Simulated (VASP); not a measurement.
# NbP in VASP: a series of runs, part 2 of 2

VASP 6.6.1. The steps go on from the part before.

## 3. Single point, PBE

This run uses another cell than the first one, of 32.60 Å³/atom, 0.639 times its volume.

INCAR reads:

```
SYSTEM = NbP
ALGO = Normal ; DIPOL = 0.5 0.5 0.500
EDIFF = 1E-7 ; ENCUT = 300
GGA = PE ; IDIPOL = 3
ISIF = 2 ; ISMEAR = 1
LASPH = .TRUE. ; LCHARG = .FALSE.
LDIPOL = .TRUE. ; LREAL = .FALSE.
LVACPOTAV = .TRUE. ; LVHAR = .TRUE.
LWAVE = .FALSE. ; NBANDS = 41
NELM = 120 ; PREC = Accurate
SIGMA = 0.1
```

KPOINTS reads:

```
k-points
0
G
  6 6 1
  0 0 0
```

POSCAR reads:

```
NbP
1.0
    3.3250000000      0.0000000000      0.0000000000
    0.0000000000      3.3250000000      0.0000000000
    0.0000000000      0.0000000000     17.6900000000
Nb P
3 3
Direct
    0.5000000000      0.5000000000      0.3391746750
    0.0000000000      0.5000000000      0.5000000000
    0.0000000000      0.0000000000      0.6608253250
    0.0000000000      0.0000000000      0.3391746750
    0.5000000000      0.0000000000      0.5000000000
    0.5000000000      0.5000000000      0.6608253250
```

Potentials or basis: VASP PAW PBE potentials, release 64 (Nb_sv, P).

Run with:

```
$ cat potpaw_PBE.64/Nb_sv/POTCAR potpaw_PBE.64/P/POTCAR > POTCAR
$ mpirun -np 1 vasp_std > vasp.out
```

OUTCAR:

```text
SYSTEM = NbP
   EDIFF = 1E-7
   ENCUT = 300
   GGA = PE
   ISIF = 2
   ISMEAR = 1
   LASPH = .TRUE.
   LREAL = .FALSE.
   NELM = 120
   PREC = Accurate

 Found     10 irreducible k-points:

 Following reciprocal coordinates:
            Coordinates               Weight
  0.000000  0.000000  0.000000      1.000000
  0.166667  0.000000  0.000000      4.000000
  0.333333  0.000000  0.000000      4.000000
  0.500000  0.000000  0.000000      2.000000
  0.166667  0.166667  0.000000      4.000000
  0.333333  0.166667  0.000000      8.000000
   k-points           NKPTS =     10   k-points in BZ     NKDIM =     10   number of bands    NBANDS=     41
   number of dos      NEDOS =    301   number of ions     NIONS =      6
   total plane-waves  NPLWV =  40000
   dimension x,y,z NGX =    20 NGY =   20 NGZ =  100
   dimension x,y,z NGXF=    40 NGYF=   40 NGZF=  200
   ions per type =               3   3
   NGX,Y,Z   is equivalent  to a cutoff of  10.00, 10.00,  9.40 a.u.
   NGXF,Y,Z  is equivalent  to a cutoff of  20.00, 20.00, 18.80 a.u.
 SYSTEM =  NbP
   PREC   = accura    normal or accurate (medium, high low for compatibility)
   ISTART =      0    job   : 0-new  1-cont  2-samecut
   ICHARG =      2    charge: 1-file 2-atom 10-const
   ISPIN  =      1    spin polarized calculation?
   LNONCOLLINEAR =      F non collinear calculations
   LSORBIT =      F    spin-orbit coupling
   LASPH  =      T    aspherical Exc in radial PAW
   ENCUT  =  300.0 eV  22.05 Ry    4.70 a.u.   4.70  4.70 24.98*2*pi/ulx,y,z
   NELM   =    120;   NELMIN=  2; NELMDL= -5     # of ELM steps
   EDIFF  = 0.1E-06   stopping-criterion for ELM
   LREAL  =      F    real-space projection
   EDIFFG = 0.1E-05   stopping-criterion for IOM
   NSW    =      0    number of steps for IOM
   IBRION =     -1    ionic relax: 0-MD 1-quasi-New 2-CG
   NFREE  =      0    steps in history (QN), initial steepest desc. (CG)
   ISIF   =      2    stress and relaxation
   ISYM   =      2    0-nonsym 1-usesym 2-fastsym
   POTIM  = 0.5000    time-step for ionic-motion
   TEBEG  =    0.0;   TEEND  =   0.0 temperature during run
   PSTRESS=    0.0 pullay stress
   NELECT =      54.0000    total number of electrons
   NUPDOWN=      -1.0000    fix difference up-down
   EMIN   =  10.00;   EMAX   =-10.00  energy-range for DOS
   EFERMI =   0.00;   METHOD = LEGACY
   ISMEAR =     1;   SIGMA  =   0.10  broadening in eV -4-tet -1-fermi 0-gaus
   EFERMI_NEDOS =   21; number of points for ismear=-14 and -15
   IALGO  =     38    algorithm
   IMIX   =      4    mixing-type and parameters
     AMIX     =   0.40;   BMIX     =  1.00
     AMIX_MAG =   1.60;   BMIX_MAG =  1.00
  volume/ion in A,a.u.               =      32.60       219.97
  Fermi-wavevector in a.u.,A,eV,Ry     =   1.066029  2.014503 15.461905  1.136418
  Thomas-Fermi vector in A             =   2.201600
   LORBIT       =      0    0 simple, 1 ext, 2 COOP (PROOUT), +10 PAW based schemes
   GGA     = PE    functional components
   LHFCALC =     F    Hartree Fock is set to
   AEXX    =    0.0000 exact exchange contribution
   IVDW    =     0    specifies the selected vdW correction
   LEPSILON=     F    determine dielectric tensor
   LRPA    =     F    only Hartree local field effects (RPA)
 non-spin polarized calculation
 Methfessel and Paxton  Order N= 1 SIGMA  =   0.10
  energy-cutoff  :      300.00
  volume of cell :      195.57
 maximum number of plane-waves:      2335
 NGX is ok and might be reduce to    20
   NGX =  9   NGY =  9   NGZ = 49

 dipolmoment           0.000000      0.000000     -0.000000 electrons x Angstroem

 number of electron      53.9999999 magnetization

 dipolmoment           0.000000      0.000000      0.000000 electrons x Angstroem

 Free energy of the ion-electron system (eV)
  ---------------------------------------------------
  ext. energy  EPLUGINS =         0.00000000
  ---------------------------------------------------
  free energy    TOTEN  =       -46.82712564 eV

  energy without entropy =      -46.82816951  energy(sigma->0) =      -46.82747359

 E-fermi :   3.5360     XC(G=0):  -6.7268

 val. band max:        3.5211434391   @ k =   0.5000   0.5000   0.0000
 cond. band min:       3.6038949800   @ k =   0.1667   0.1667   0.0000
 fundamental gap:      0.0827515409
 Fermi energy:         3.5360085198

 k-point     1 :       0.0000    0.0000    0.0000
  band No.  band energies     occupation
      1     -51.6666      2.00000
      2     -51.6213      2.00000
      3     -51.6172      2.00000
      4     -27.8546      2.00000
      5     -27.8546      2.00000
      6     -27.7883      2.00000
[... 31 lines left out ...]
     38       5.3622     -0.00000
     39       6.3732      0.00000

 k-point     2 :       0.1667    0.0000    0.0000
  band No.  band energies     occupation
      1     -51.6605      2.00000
      2     -51.6160      2.00000
      3     -51.6122      2.00000
      4     -27.9434      2.00000
      5     -27.8669      2.00000
      6     -27.8567      2.00000
[... 31 lines left out ...]
     38       6.5451      0.00000
     39       6.8592      0.00000

 k-point     3 :       0.3333    0.0000    0.0000
  band No.  band energies     occupation
      1     -51.6480      2.00000
      2     -51.6046      2.00000
      3     -51.6021      2.00000
      4     -28.1128      2.00000
      5     -28.0374      2.00000
      6     -28.0223      2.00000
[... 31 lines left out ...]
     38       8.5103      0.00000
     39       9.1156      0.00000

 k-point     4 :       0.5000    0.0000    0.0000
  band No.  band energies     occupation
      1     -51.6419      2.00000
      2     -51.5990      2.00000
      3     -51.5970      2.00000
      4     -28.1955      2.00000
      5     -28.1208      2.00000
      6     -28.1034      2.00000
[... 31 lines left out ...]
     38       7.7747      0.00000
     39       9.3177      0.00000

 k-point     5 :       0.1667    0.1667    0.0000
  band No.  band energies     occupation
      1     -51.6544      2.00000
      2     -51.6104      2.00000
      3     -51.6072      2.00000
      4     -27.9383      2.00000
      5     -27.9240      2.00000
      6     -27.8616      2.00000
[... 31 lines left out ...]
     38       6.4726      0.00000
     39       7.2089      0.00000

 k-point     6 :       0.3333    0.1667    0.0000
  band No.  band energies     occupation
      1     -51.6424      2.00000
      2     -51.5995      2.00000
      3     -51.5973      2.00000
      4     -28.0961      2.00000
      5     -28.0217      2.00000
      6     -28.0076      2.00000
[... 31 lines left out ...]
     38       8.1859      0.00000
     39       8.3221      0.00000

 [... further k-points ...]

 [bands above 39 left out]

------------------------ aborting loop because EDIFF is reached ----------------------------------------

  FORCE on cell =-STRESS in cart. coord.  units (eV):
  Direction    XX          YY          ZZ          XY          YZ          ZX
  --------------------------------------------------------------------------------------
  -------------------------------------------------------------------------------------
  Total       17.8043067     17.8043067     -5.7060850      0.0000000      0.0000000      0.0000000
  in kB      145.8560729    145.8560729    -46.7452718      0.0000000      0.0000000      0.0000000
  external PRESSURE =      81.6556247 kB  Pullay stress =       0.0000000 kB

 VOLUME and BASIS-vectors are now :
 -----------------------------------------------------------------------------
  energy-cutoff  :      300.00
  volume of cell :      195.57
      direct lattice vectors                 reciprocal lattice vectors
     3.325000000  0.000000000  0.000000000     0.300751880  0.000000000  0.000000000
     0.000000000  3.325000000  0.000000000     0.000000000  0.300751880  0.000000000
     0.000000000  0.000000000 17.690000000     0.000000000  0.000000000  0.056529112

 POSITION                                       TOTAL-FORCE (eV/Angst)
 -----------------------------------------------------------------------------------
      1.66250      1.66250      6.00000         0.000000      0.000000      1.048135
      0.00000      1.66250      8.84500         0.000000      0.000000      0.000000
      0.00000      0.00000     11.69000         0.000000      0.000000     -1.048135
      0.00000      0.00000      6.00000         0.000000      0.000000     -0.151117
      1.66250      0.00000      8.84500         0.000000      0.000000      0.000000
      1.66250      1.66250     11.69000         0.000000      0.000000      0.151117
 -----------------------------------------------------------------------------------
    total drift:                                0.000000      0.000000      0.000000

  FREE ENERGIE OF THE ION-ELECTRON SYSTEM (eV)
  ---------------------------------------------------
  free  energy   TOTEN  =       -46.8271256379 eV

  energy  without entropy=      -46.8281695053  energy(sigma->0) =      -46.82747359

 vacuum level on the upper side and lower side of the slab         7.432         7.432
```

Wall time 50 s (1 thread of Intel Xeon Platinum 8488C (Sapphire Rapids), shared host); peak memory 0.19 GiB.

These settings aren't checked as converged: the numbers below hold their error.

Results:

* Free energy: -46.8271 eV
* Largest force: 1.048 eV/Å
* Band gap on the k mesh: none (metal or under the smearing width)
* Work function of the upper face: 3.90 eV
* Work function of the lower face: 3.90 eV

Caveat: the cutoff is under 1.25 times the usual one of these potentials, so pressure, stress and relaxed cells hold a basis-set (Pulay) error.

## 4. Single point, PBE

This run uses another cell than the first one, of 17.85 Å³/atom, 0.350 times its volume.

INCAR: that of step 3 with these lines changed.

```diff
@@ -2,3 +2,3 @@
 ALGO = Normal ; DIPOL = 0.5 0.5 0.500
-EDIFF = 1E-7 ; ENCUT = 300
+EDIFF = 1E-7 ; ENCUT = 400
 GGA = PE ; IDIPOL = 3
```

KPOINTS reads:

```
k-points
0
G
  12 12 1
  0 0 0
```

POSCAR reads:

```
NbP
1.0
    3.3250000000      0.0000000000      0.0000000000
    0.0000000000      3.3250000000      0.0000000000
    0.0000000000      0.0000000000      9.6900000000
Nb P
3 3
Direct
    0.5000000000      0.5000000000      0.2063983488
    0.0000000000      0.5000000000      0.5000000000
    0.0000000000      0.0000000000      0.7936016512
    0.0000000000      0.0000000000      0.2063983488
    0.5000000000      0.0000000000      0.5000000000
    0.5000000000      0.5000000000      0.7936016512
```

Run with:

```
$ cat potpaw_PBE.64/Nb_sv/POTCAR potpaw_PBE.64/P/POTCAR > POTCAR
$ mpirun -np 1 vasp_std > vasp.out
```

Run time: 72 s. Hardware: 1 thread of Intel Xeon Platinum 8488C (Sapphire Rapids), shared host; peak memory 0.21 GiB.

These settings aren't checked as converged: the numbers below hold their error.

Results:

| Property | Result |
| --- | --- |
| Free energy | -46.8227 eV |
| Largest force | 0.556 eV/Å |
| Band gap on the k mesh | none (metal or under the smearing width) |

## 5. Single point, PBE

This run uses another cell than the first one, of 25.23 Å³/atom, 0.494 times its volume.

INCAR is that of step 4.

KPOINTS reads:

```
k-points
0
G
  10 10 1
  0 0 0
```

POSCAR reads:

```
NbP
1.0
    3.3250000000      0.0000000000      0.0000000000
    0.0000000000      3.3250000000      0.0000000000
    0.0000000000      0.0000000000     13.6900000000
Nb P
3 3
Direct
    0.5000000000      0.5000000000      0.2921840760
    0.0000000000      0.5000000000      0.5000000000
    0.0000000000      0.0000000000      0.7078159240
    0.0000000000      0.0000000000      0.2921840760
    0.5000000000      0.0000000000      0.5000000000
    0.5000000000      0.5000000000      0.7078159240
```

Run with:

```
$ cat potpaw_PBE.64/Nb_sv/POTCAR potpaw_PBE.64/P/POTCAR > POTCAR
$ mpirun -np 1 vasp_std > vasp.out
```

It took 91 s on 1 thread of Intel Xeon Platinum 8488C (Sapphire Rapids), shared host; peak memory 0.25 GiB.

The run converged, but some of its settings lie outside the range that counts as converged, so its numbers aren't taken as properties of the slab.

What came out:

```yaml
Free_energy: -46.7775 eV
Largest_force: 1.016 eV/Å
Band_gap_on_the_k_mesh: none (metal or under the smearing width)
```
